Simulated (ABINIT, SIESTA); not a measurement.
Given: the input of a run of ABINIT 10.8.3 (patched build) on Ga. This isn't the form of Ga at room conditions, which is orthorhombic.

File run.abi:

```
# Pseudopotentials
pp_dirpath "./"
pseudos "Ga.upf"

# Structure
acell 5.723991116 5.723991116 5.723991116
rprim
    -0.4570472550     0.4570472550     0.7630305455
     0.4570472550    -0.4570472550     0.7630305455
     0.4570472550     0.4570472550    -0.7630305455
ntypat 1
znucl 31
natom 1
typat 1
xred
     0.0000000000     0.0000000000     0.0000000000

# Plane-wave basis
ecut 40.0

# k points
kptopt 1
ngkpt 13 13 13
nshiftk 1
shiftk 0.0 0.0 0.0

# Exchange and correlation
ixc -116133

# Bands and occupations
nband 11
occopt 3
tsmear 0.05 eV

# SCF cycle
nstep 100
tolvrs 1.0e-10

# Output
iomode 3
prtwf 0
prtden 0
prteig 0
prtebands 0
```

Potentials or basis: PseudoDojo NC SR PBEsol v0.4.1 standard.

The run is started by

```sh
$ abinit run.abi > log 2>&1
```

Set up the same calculation for SIESTA 5.4.2. Potentials or basis there: files PseudoDojo sr-pbesol-0.4.1-standard, DZP (energy shift 0.003 Ry; two zetas on semicore shells).

As run (cutoffs and basis follow the program's own potentials, and thresholds, step limits or extra output files can differ):

Contents of Ga.fdf:

```
SystemName                      Ga
SystemLabel                     Ga
NumberOfSpecies                 1
NumberOfAtoms                   1
%block ChemicalSpeciesLabel
  1  31 Ga
%endblock ChemicalSpeciesLabel

LatticeConstant                 1.0 Ang
%block LatticeVectors
    -1.3843987196     1.3843987196     2.3112238365
     1.3843987196    -1.3843987196     2.3112238365
     1.3843987196     1.3843987196    -2.3112238365
%endblock LatticeVectors
AtomicCoordinatesFormat         Fractional
%block AtomicCoordinatesAndAtomicSpecies
     0.0000000000     0.0000000000     0.0000000000  1  Ga
%endblock AtomicCoordinatesAndAtomicSpecies

%block kgrid.MonkhorstPack
   13   0   0  0.0
    0  13   0  0.0
    0   0  13  0.0
%endblock kgrid.MonkhorstPack
XC.Functional                   GGA
XC.Authors                      PBEsol
PAO.BasisSize                   DZP
PAO.EnergyShift                 0.003 Ry
Mesh.Cutoff                     800 Ry
OccupationFunction              FD
ElectronicTemperature           0.05 eV
MaxSCFIterations                120
SCF.MustConverge                false
SCF.Mixer.Method                Pulay
SCF.Mixer.Weight                0.25
SCF.Mixer.History               8
SCF.DM.Tolerance                5.0e-05
SCF.H.Tolerance                 1.0e-03 eV
WriteForces                     true
Charge.Mulliken                 end
Charge.Hirshfeld                end
Charge.Voronoi                  end
SaveRho                         true
SaveElectrostaticPotential      true
%block PAO.Basis
  Ga 4
  n=4 0 2
    6.562 0.000
  n=4 1 2
    9.354 0.000
  n=3 2 2
    3.582 0.000
  n=4 2 1
    9.354
%endblock PAO.Basis
```

Potentials or basis: PseudoDojo 0.4 standard (PBEsol files), converted to PSML, two zetas on semicore shells, DZP (energy shift 0.003 Ry; two zetas on semicore shells).

The run is started by

```console
$ siesta < Ga.fdf > Ga.out 2>&1
```

Both were run:

|  | ABINIT | SIESTA |
| --- | --- | --- |
| Pressure | -0.3 GPa | -0.2 GPa |

Pressure is positive in compression.
